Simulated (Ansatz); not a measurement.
Input, command and steps of an Ansatz relaxation.

```yaml
crystal:
  lattice:
    - [4.1190290588, 0.0, 0.0]
    - [-2.0595145294, 3.5671838038, 0.0]
    - [0.0, 0.0, 6.6322954374]
  atoms:
    - { symbol: Ge, position: [0.6666666667, 0.3333333333, 0.0627911807] }
    - { symbol: Ge, position: [0.3333333333, 0.6666666667, 0.5627911807] }
    - { symbol: Ge, position: [0.6666666667, 0.3333333333, 0.4372088193] }
    - { symbol: Ge, position: [0.3333333333, 0.6666666667, 0.9372088193] }
basis:
  ecutwfc: 420
kpoints:
  mp_grid: { grid: [12, 12, 8] }
hamiltonian:
  xc: pbe
scf:
  occupations: { method: gaussian, width: 0.1 }
output:
  forces: true
  stress: true
  eigenvalues: true
relax:
  adjacent_minimum: "off"
  f_tol: 0.008
  max_steps: 40
  cell: { stress_tol: 0.015, fix: [a, b, gamma] }
```

```bash
ansatz run input.yaml --threads 1 --pin off --max-ram 2560MiB --backend cpu --events-out ev --progress --plain --runs-dir out
```

Computed with DFT PBE, scalar-relativistic, plane waves, PAW (Ansatz).

Of 5 frames 4 are shown, positions in Å and forces in eV/Å; the SCF threshold varies from step to step. Steps run on the plane waves of an earlier cell, with a Pulay correction in the pressure. The basis is chosen afresh for the last frame, the zero of the energies, and at times for earlier ones too; energy and pressure step there, also at an unchanged geometry.

```xyz
4
Lattice="4.1190 0.0000 0.0000 -2.0595 3.5672 0.0000 0.0000 0.0000 6.6323" Properties=species:S:1:pos:R:3:forces:R:3 pbc="T T T" step=1 free_energy_over_end_meV_per_atom=1.31 pressure_GPa=-1.11
Ge    2.0595    1.1891    0.4164    0.0000    0.0000   -0.2051
Ge    0.0000    2.3781    3.7326    0.0000    0.0000   -0.2051
Ge    2.0595    1.1891    2.8997    0.0000    0.0000    0.2051
Ge    0.0000    2.3781    6.2158    0.0000    0.0000    0.2051
4
Lattice="4.1190 0.0000 0.0000 -2.0595 3.5672 0.0000 0.0000 0.0000 6.6566" Properties=species:S:1:pos:R:3:forces:R:3 pbc="T T T" step=2 free_energy_over_end_meV_per_atom=0.05 pressure_GPa=-1.33
Ge    2.0595    1.1891    0.4097    0.0000    0.0000   -0.0031
Ge    0.0000    2.3781    3.7380    0.0000    0.0000   -0.0031
Ge    2.0595    1.1891    2.9185    0.0000    0.0000    0.0031
Ge    0.0000    2.3781    6.2468    0.0000    0.0000    0.0031
4
Lattice="4.1190 0.0000 0.0000 -2.0595 3.5672 0.0000 0.0000 0.0000 6.6716" Properties=species:S:1:pos:R:3:forces:R:3 pbc="T T T" step=3 free_energy_over_end_meV_per_atom=0.03 pressure_GPa=-1.46
Ge    2.0595    1.1891    0.4117    0.0000    0.0000   -0.0049
Ge    0.0000    2.3781    3.7475    0.0000    0.0000   -0.0049
Ge    2.0595    1.1891    2.9241    0.0000    0.0000    0.0049
Ge    0.0000    2.3781    6.2599    0.0000    0.0000    0.0049
4
Lattice="4.1190 0.0000 0.0000 -2.0595 3.5672 0.0000 0.0000 0.0000 6.6685" Properties=species:S:1:pos:R:3:forces:R:3 pbc="T T T" step=5 free_energy_over_end_meV_per_atom=0.00 pressure_GPa=-1.43
Ge    2.0595    1.1891    0.4111    0.0000    0.0000   -0.0001
Ge    0.0000    2.3781    3.7453    0.0000    0.0000   -0.0001
Ge    2.0595    1.1891    2.9232    0.0000    0.0000    0.0001
Ge    0.0000    2.3781    6.2575    0.0000    0.0000    0.0001
```

It took 36 s on 1 thread of Intel(R) Xeon(R) 6975P-C (Granite Rapids), on a shared host, peak memory 0.55 GiB.